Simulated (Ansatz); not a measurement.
# AlCu3 (Fm-3m): electronic heat capacity and spin susceptibility from the density of states

All numbers below come from DFT PBEsol, scalar-relativistic, plane waves, PAW in Ansatz.

Plane waves to 420 eV, a k mesh through Γ of 12×12×12 on the computed 4-atom cell and Gaussian smearing (0.10 eV); no spin polarisation.

Relaxed cell: Fm-3m, a = 5.767 Å, b = 5.767 Å, c = 5.767 Å, α = 90.00°, β = 90.00°, γ = 90.00°, 4 atoms in the primitive cell. Whether it is the stable form of this composition wasn't checked.

The density of states at the Fermi level is 1.068 states/eV in the cell of 4 atoms (1 formula unit; both spins, tetrahedra on a 18×18×18 mesh).

Q: What Sommerfeld coefficient and Pauli susceptibility does this give?

A: Per formula unit N(E_F) = 1.068 states/eV. γ = (π²/3) k_B² N(E_F) N_A = 2.357 mJ/(mol K²) per state/eV, so γ = 2.5 mJ/(mol K²), a mole of formula units. χ_P = μ_B² N(E_F) N_A = 3.23×10⁻⁵ emu/mol per state/eV gives 3.5×10⁻⁵ emu/mol. This is the bare band result: a measured γ of the same phase is as a rule larger by a factor 1 + λ from phonons and spin fluctuations, the spin part of χ is larger by the Stoner factor, and a measured χ also holds orbital and core terms. N(E_F) at one energy is sensitive to the mesh where the density of states has sharp peaks.